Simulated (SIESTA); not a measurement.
Crystal: CuO.

```
CELL_PARAMETERS angstrom
4.16094 0.00000 0.00000
0.00000 4.16094 0.00000
0.00000 0.00000 3.88764
ATOMIC_POSITIONS crystal
Cu 0.97755 0.98817 0.96033
Cu 0.03967 0.52611 0.51817
Cu 0.48116 0.99342 0.50592
O 0.01104 0.50282 0.97548
O 0.46136 0.98875 0.98674
O 0.02922 0.00073 0.55336
```

The cell comes from a database or a generator and needn't be the stable form of this composition.

Base run:

- Program: SIESTA 5.4.2
- Functional: vdW-DF-C09
- Potentials or basis: PseudoDojo 0.4 standard (PBE files)
- Basis: DZP (energy shift 0.003 Ry; two zetas on semicore shells)
- Grid cutoff: 800 Ry
- Energy shift: 0.003 Ry
- k mesh: 7 × 7 × 7
- Occupations: fermi-dirac, width 0.05 eV
- Spin: no spin polarisation

Its results: band gap on the k mesh none (metal or under the smearing width); pressure 12.5 GPa; largest force 10.464 eV/Å.

**Question.** After a change of settings the same cell gave: band gap on the k mesh none (metal or under the smearing width); pressure 21.0 GPa; largest force 11.067 eV/Å. Which change was it?
A. functional from vdW-DF-C09 to vdW-DF-cx
B. functional from vdW-DF-C09 to VV10
C. functional from vdW-DF-C09 to optB88-vdW
D. functional from vdW-DF-C09 to vdW-DF

**Answer.** B.

Caveats: short orbitals over semicore shells can move pressures by several GPa; the potentials were made for another functional, which shifts forces and pressure; the basis of atomic orbitals isn't converged, which shifts pressures, moduli and gaps; an odd number of electrons without spin polarisation forces a metal; a magnetic or distorted state may lie lower; the run has no spin polarisation, though such a crystal can be magnetic; semilocal functionals often make such compounds metallic where correlation or magnetic order opens a gap, which also shifts bond lengths.

Runs at the PBE level aren't shown here.
